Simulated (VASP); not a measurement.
## CaO (strained rocksalt): one PBE single-point calculation in two programs

```
Ca O
1.0
     0.00000    2.37357    2.40954
     2.37357    0.00000    2.40954
     2.37357    2.37357    0.00000
Ca O
1 1
Direct
  0.00000 0.00000 0.00000
  0.50000 0.50000 0.50000
```

Datasets and cutoffs are each program's own. VASP's cell holds 16 valence electrons and Ansatz's 16. Ansatz's stress includes a Pulay correction; VASP's doesn't.

Cutoffs: 520 eV in VASP, 420 eV in Ansatz. k meshes: 10×10×10 and 10×10×10.

|  | VASP | Ansatz |
| --- | --- | --- |
| gap between bands v and c | 3.60 eV | 3.62 eV |
| least direct gap | 3.98 eV | 4.00 eV |
| pressure | 5.0 GPa | 4.3 GPa |

Band v is the last that the valence electrons fill when counted band by band, and c is the next. Levels in eV from the top of v, Ansatz:

```csv
point,v−1,v,c,c+1
Γ,0.00,0.00,4.89,6.21
X,-0.41,-0.38,3.62,8.20
K,-1.27,-0.80,5.22,8.11
L,-1.25,-1.25,7.15,8.46
W,-1.12,-1.04,6.40,6.43
```

VASP:

```csv
point,v−1,v,c,c+1
Γ,0.00,0.00,4.87,6.20
X,-0.41,-0.38,3.60,8.20
K,-1.28,-0.81,5.21,8.11
L,-1.26,-1.26,7.14,8.46
W,-1.13,-1.05,6.39,6.43
```
